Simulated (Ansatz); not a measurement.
BeTe

Method: PBE, scalar-relativistic; no spin polarisation; PAW, 420 eV, Γ-centred 10×10×10 mesh, 0.05 eV Gaussian smearing; code Ansatz; PAW files: Ansatz's generated set soft_2.

```
Be Te
1.0
     0.00000    2.83248    2.83248
     2.83248    0.00000    2.83248
     2.83248    2.83248    0.00000
Be Te
1 1
Direct
  0.00000 0.00000 0.00000
  0.75000 0.75000 0.75000
```

The chain of runs began from a cell as deposited in COD, expanded in volume. Of that entry: the entry's cell lengths or inner coordinates differ somewhat from later room-temperature determinations.

Path: Γ–X–U | K–Γ–L–W–X, with Γ = (0.000, 0.000, 0.000), X = (-0.500, -0.500, 0.000), U = (-0.375, -0.375, 0.250), K = (-0.375, 0.000, 0.375), L = (0.000, 0.000, 0.500), W = (-0.500, -0.250, 0.250) in reciprocal vectors of the calculation's cell.

Q: Is it a metal or an insulator, and if it has a gap, where are the band edges on this path?

A: An insulator with a gap of 2.03 eV on the path, the valence band topping at Γ and the conduction band bottoming at X; the smallest direct gap is 3.64 eV.

Bands as a text map, energy in eV from the Fermi level (dashes), each leg drawn with the same width:
```
  4.86 |   *              *       *           * *       
  4.57 |                                  *    *        
  4.29 |              **  **                  ***       
  4.00 |                     *           *   *  *       
  3.71 |  **         *     *     *  *****   **   *      
  3.43 |                    *      *     ****           
  3.14 | *          *      ***    *        *     **     
  2.86 | *  *             * *** **        *             
  2.57 |**         *          ****       *        **    
  2.29 |  *  *    *      *        ***               *   
  2.00 |         *      *            ****          * *  
  1.71 |   *  ***    ***                              **
  1.43 |    *      **                               *   
  1.14 |     ******                                  ***
  0.86 |                                                
  0.57 |                                                
  0.29 |                                                
  0.00 |------------------------------------------------
 -0.29 |                                                
 -0.57 |                                                
 -0.86 |                                                
 -1.14 |**                   *****                      
 -1.43 | *                  *     *                     
 -1.71 |  *                * *     *                    
 -2.00 |                  *      *  *****               
 -2.29 |  **                **          **              
 -2.57 |                 *               **             
 -2.86 |    *                              *            
        Γ      X      UK       Γ       L       W       X
```

Formal charges Be²⁺, Te²⁻ balance and leave closed shells on every ion, so a band insulator is expected, and the gap is 2.03 eV.

Kohn–Sham gaps of semilocal functionals lie under measured ones, often by a third or more. No spin–orbit coupling, a notable omission for heavy elements.
